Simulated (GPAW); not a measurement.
# GaN (P6_3mc) in GPAW: reference runs

Aim: a first look at GaN with PBE, on the cell as given.

Program: GPAW 26.7.0. These are calculated values, not measurements. Logs are shortened: lines on timing, memory, paths and dates and some standing lists are left out, and cuts for length are marked. The log counts tension as positive stress, the text compression.

**Experimental background.**

From “Studying electronic properties in GaN without electrical contacts using γ-γ vs e−-γ Perturbed Angular Correlations”, 2019, pmc:6823545, for a bulk crystal of GaN: band gap 3.503 ± 0.005 eV (direct).

The results are compared with them further down.

## Step 1: Starting point

Symmetry: P6_3mc, No. 186, hexagonal system. Conventional cell: a = 3.180 Å, b = 3.180 Å, c = 5.166 Å, α = 90.00°, β = 90.00°, γ = 120.00°. Ga (site symmetry 3m) has 4 N at 1.94 to 1.95 Å as nearest neighbours. N (site symmetry 3m) is surrounded by 4 Ga at 1.94 to 1.95 Å.

## Step 2: Single point, PBE

Input file run.py:

```python
from ase import Atoms
from ase.dft.bandgap import bandgap
from ase.io import write
from ase.units import Bohr, GPa
from gpaw import GPAW, PW
from gpaw.elf import elf_from_dft_calculation

atoms = Atoms(['Ga', 'Ga', 'N', 'N'],
              cell=[[3.18, 0.0, 0.0],
                    [-1.59, 2.753960784, 0.0],
                    [0.0, 0.0, 5.166]],
              scaled_positions=[[0.6666666667, 0.3333333333, 0.5],
                                [0.3333333333, 0.6666666667, 0.0],
                                [0.6666666667, 0.3333333333, 0.875],
                                [0.3333333333, 0.6666666667, 0.375]],
              pbc=True)

calc = GPAW(mode=PW(800),
            xc='PBE',
            kpts={'size': (10, 10, 5), 'gamma': True},
            occupations={'name': 'fermi-dirac', 'width': 0.05},
            nbands=18,
            convergence={'density': 1e-05, 'energy': 1e-05},
            maxiter=150,
            txt='gpaw.txt')
atoms.calc = calc
energy = atoms.get_potential_energy()
forces = atoms.get_forces()
stress = atoms.get_stress()
calc.write('gs.gpw')
write('result.traj', atoms)
print(f'Energy: {energy:.6f} eV')
print('Forces (eV/A):')
print(forces.round(4))
print('Stress (GPa):', (stress / GPa).round(3))
print('Fermi level:', round(calc.get_fermi_level(), 4), 'eV')
print(f'Gap: {bandgap(calc)[0]:.4f} eV, direct: {bandgap(calc, direct=True)[0]:.4f} eV')

# fields on the real-space grid
write('density.cube', atoms, data=calc.get_pseudo_density() * Bohr**3)
write('potential.cube', atoms, data=calc.get_electrostatic_potential())
write('elf.cube', atoms, data=elf_from_dft_calculation(calc).data)
```

Potentials or basis: GPAW PAW data sets (gpaw-data 1.2.1), pw.

Launch:

```bash
$ OMP_NUM_THREADS=1 python run.py
```

gpaw.txt:

```text
__  _  _
 | _ |_)|_||  |
 |__||  | ||/\| - 26.7.0

Input parameters:
  mode=PW(ecut=800.0),
  convergence={'density': 1e-05, 'energy': 1e-05},
  kpts=MonkhorstPack(size=(10, 10, 5), gamma=True),
  maxiter=150,
  nbands=18,
  occupations=Occupations(name='fermi-dirac', width=0.05),
  xc=XC(name='PBE')

Diagonalizing LCAO Hamiltonian
Converting LCAO to pw mode

           N

           Ga
        N

        Ga

Atoms  # Å, Bohr magnetons
|   | symbol |         x |        y |        z |    initial magnetic moments |
|---|--------|-----------|----------|----------|-----------------------------|
| 0 |     Ga |  1.590000 | 0.917987 | 2.583000 | ( 0.0000,  0.0000,  0.0000) |
| 1 |     Ga | -0.000000 | 1.835974 | 0.000000 | ( 0.0000,  0.0000,  0.0000) |
| 2 |      N |  1.590000 | 0.917987 | 4.520250 | ( 0.0000,  0.0000,  0.0000) |
| 3 |      N | -0.000000 | 1.835974 | 1.937250 | ( 0.0000,  0.0000,  0.0000) |

Unit cell  # Å
| periodic |         x |        y |        z |  lengths |     angles |
|----------|-----------|----------|----------|----------|------------|
|      yes |  3.180000 | 0.000000 | 0.000000 | 3.180000 |  90.000000 |
|      yes | -1.590000 | 2.753961 | 0.000000 | 3.180000 |  90.000000 |
|      yes |  0.000000 | 0.000000 | 5.166000 | 5.166000 | 120.000000 |

Number of symmetries: 6
Symmetry operations  # r_c * U_cc + t_c -> r_c
|   | kind |            matrix            |
|---|------|------------------------------|
| 0 |  σ   |  1, 1, 0,  0,-1, 0,  0, 0, 1 |
| 1 |  E   |  1, 0, 0,  0, 1, 0,  0, 0, 1 |
| 2 |  C3  |  0, 1, 0, -1,-1, 0,  0, 0, 1 |
| 3 |  σ   |  0,-1, 0, -1, 0, 0,  0, 0, 1 |
| 4 |  σ   | -1, 0, 0,  1, 1, 0,  0, 0, 1 |
| 5 |  C3  | -1,-1, 0,  1, 0, 0,  0, 0, 1 |

BZ-sampling:
  Number of BZ points: 500
  Number of IBZ points: 58

  Monkhorst-Pack size: [10, 10, 5]
  Monkhorst-Pack shift: [0.05, 0.05, 0.0]

K-points  # in reciprocal-cell coordinates
|     |                                coordinates |     weight |
|-----|--------------------------------------------|------------|
|   0 | (  0.00000000,   0.00000000,   0.00000000) | 0.00200000 |
|   1 | (  0.00000000,   0.00000000,   0.20000000) | 0.00400000 |
|   2 | (  0.00000000,   0.00000000,   0.40000000) | 0.00400000 |
|   3 | (  0.10000000,   0.00000000,  -0.40000000) | 0.01200000 |
|   4 | (  0.10000000,   0.00000000,  -0.20000000) | 0.01200000 |
|   5 | (  0.10000000,   0.00000000,   0.00000000) | 0.01200000 |
|   6 | (  0.10000000,   0.00000000,   0.20000000) | 0.01200000 |
|   7 | (  0.10000000,   0.00000000,   0.40000000) | 0.01200000 |
|   8 | (  0.20000000,  -0.10000000,   0.00000000) | 0.01200000 |
|   9 | (  0.20000000,  -0.10000000,   0.20000000) | 0.02400000 |
| ... |                                            |            |
|  57 | (  0.50000000,   0.50000000,   0.40000000) | 0.01200000 |

Plane wave coefficients: 2352
Cutoff: 800.0 eV

Spin-components: 1 (collinear spins)
Bands:           18
Projectors:      20
Spin-degeneracy: 2
Datatype:        complex128

Parallelization:
  kpt:    1
  domain: 1
  band:   1

Density:
  Valence electrons: 16.0
  Components: 1
  Grid points: [21 21 35]
  Charge: 0.0  # |e|

Potential:
  Grid points: [21 21 35]

species:
  Ga:
    name:    Gallium
    Z:       31.0
    valence: 3
    core:    28
    charge:  0.0  # [|e|]
    compensation charges:
      type: gauss
      rc: 0.37  # [Å]
      lmax: 2
    cutoffs:
      filter: 2.06  # [Å]
      core: 4.17  # [Å]
    projectors
    | kind |    occ | energy [eV] | rcut [Å] |
    |------|--------|-------------|----------|
    |   4s |  2.000 |      -8.945 |    1.164 |
    |   4p |  1.000 |      -2.580 |    1.164 |
    |    s |        |      18.266 |    1.164 |
    |    p |        |      24.631 |    1.164 |
    |    d |        |       0.000 |    1.164 |

    Using partial waves for Ga as LCAO basis

  N:
    name:    Nitrogen
    Z:       7.0
    valence: 5
    core:    2
    charge:  0.0  # [|e|]
    compensation charges:
      type: gauss
      rc: 0.18  # [Å]
      lmax: 2
    cutoffs:
      filter: 1.11  # [Å]
      core: 0.96  # [Å]
    projectors
    | kind |    occ | energy [eV] | rcut [Å] |
    |------|--------|-------------|----------|
    |   2s |  2.000 |     -18.583 |    0.603 |
    |   2p |  3.000 |      -7.089 |    0.529 |
    |    s |        |       8.629 |    0.603 |
    |    p |        |      20.123 |    0.529 |
    |    d |        |       0.000 |    0.577 |

    Using partial waves for N as LCAO basis

Reference energy: -108732.786066  # eV

eigensolver:
  PPCG
  Converge bands: occupied
  niter=2

density mixing:
  MSR1-Mixer
  Pratt-step length: 0.05
  Maximum mixing coefficient: 0.75
  Old densities: 10
  SVD Regularization: 0.005
  Good broyden scale: 1.0
  Trust region scale: 1.0
  Backstep threshold: 4.0
  History deletion threshold: 6.0
  Fourier metric: weight=20.0, sigma=0.015

occupation numbers:
  Fermi-Dirac:
    width: 0.0500  # eV

poisson solver:
  ecut: 6400.0  # eV

xc functional:
  name: PBE with 2 nearest neighbor stencil

convergence criteria:
- Maximum integral of absolute [dens]ity change: 1e-05 electrons / valence electron
- Maximum [total energy] change in last 3 cyles: 1e-05 eV / valence electron
- Maximum integral of absolute [eigenst]ate change: 4e-08 eV^2 / valence electron
maximum number of iterations: 150

SCF iterations
|iter     | |      energy | eigst |  dens |
|---------|-|-------------|-------|-------|
|iter:   1| |  -27.818423 | -0.16 |       |
|iter:   2| |  -26.828824 | -1.84 | -0.56 |
|iter:   3| |  -24.143345 | -0.52 | -0.62 |
|iter:   4| |  -24.142456 | -2.89 | -1.29 |
|iter:   5| |  -24.144211 | -3.46 | -1.56 |
|iter:   6| |  -24.144232 | -5.45 | -2.88 |
|iter:   7| |  -24.144251c| -6.17 | -3.20 |
|iter:   8| |  -24.144251c| -7.33 | -4.12 |
|iter:   9| |  -24.144251c| -7.59c| -4.45 |
|iter:  10| |  -24.144251c| -8.09c| -4.96 |
|iter:  11| |  -24.144251c| -9.28c| -5.82c|

Converged in 11 steps
Energy contributions relative to reference atoms: (reference = -108732.786066)

Energy contributions:
  Kinetic:          71.709286
  Coulomb:         -62.867383
  Zero:              0.306042
  External:          0.000000
  Xc:              -33.292195
  Entropy:          -0.000000
  Spinorbit:         0.000000
  ----------------------------
  Free energy:     -24.144251
  Extrapolated:    -24.144251

dipole moment: (-0.000025, -0.000039, -11.607278)  # |e|*Ang

Fermi level: 7.513
Eigenvalues  # (at kpt = [0.000, 0.000, 0.000])
| band index |      eig [eV] | occ [0-2] |
|------------|---------------|-----------|
|          0 |        -9.434 |     2.000 |
|          1 |        -7.047 |     2.000 |
|          2 |        -0.533 |     2.000 |
|          3 |         5.504 |     2.000 |
|          4 |         5.504 |     2.000 |
|          5 |         6.499 |     2.000 |
[... 8 lines left out ...]
|         14 |        18.412 |     0.000 |
|         15 |        18.412 |     0.000 |
|        ... |               |           |
|         17 |        21.832 |     0.000 |

Gap: 2.085 eV
Transition (v -> c):
  (s=0, k=0, n=7, [0.00, 0.00, 0.00]) -> (s=0, k=0, n=8, [0.00, 0.00, 0.00])
No difference between direct/indirect transitions

Forces  # eV/Ang
|        x |        y |        z |
|----------|----------|----------|
| -0.00000 | -0.00000 | -0.18140 |  # Ga   0
|  0.00000 | -0.00000 | -0.18137 |  # Ga   1
| -0.00000 |  0.00000 |  0.18133 |  # N    2
|  0.00000 | -0.00000 |  0.18043 |  # N    3

Stress tensor  # eV/Ang^3
|         x |         y |         z |
|-----------|-----------|-----------|
| -0.090705 | -0.000000 |  0.000000 |
| -0.000000 | -0.090705 |  0.000000 |
|  0.000000 |  0.000000 | -0.104699 |

# Writing to gs.gpw (mode='')
```

It took 32 s on 1 thread of Intel Xeon 6975P-C (Granite Rapids), shared host; peak memory 0.21 GiB.

Results:

- Free energy: -24.1443 eV
- Pressure: 15.3 GPa
- Largest force: 0.181 eV/Å
- Band gap on the k mesh: 2.09 eV, direct

Forces in eV/Å, atoms in the order of the input:
```
Ga   0.000  0.000 -0.181
Ga   0.000  0.000 -0.181
N    0.000  0.000  0.181
N    0.000  0.000  0.180
```

Levels at points of the mesh, in eV from the valence-band top:
```csv
k point,band 6,band 7,band 8,band 9,band 10,band 11
"(0.00, 0.00, 0.00)",-0.06,0.00,0.00,2.09,4.41,9.36
"(0.50, 0.50, 0.00)",-2.73,-2.28,-0.97,5.16,5.72,6.17
```

Caveat: so large a pressure means that the cell lies far from this level's equilibrium, or that cutoff or potentials fall short.

## Step 3: How close it comes

Step 2. A measured gap of GaN is 3.503 eV (direct; quoted in “Studying electronic properties in GaN without electrical contacts using γ-γ vs e−-γ Perturbed Angular Correlations”, 2019, pmc:6823545); the calculated 2.09 eV misses it by -1.42 eV. Spin-orbit coupling on Ga is left out. The value is that of PBE, without temperature or zero-point motion. Semilocal functionals fall short of measured gaps as a rule.
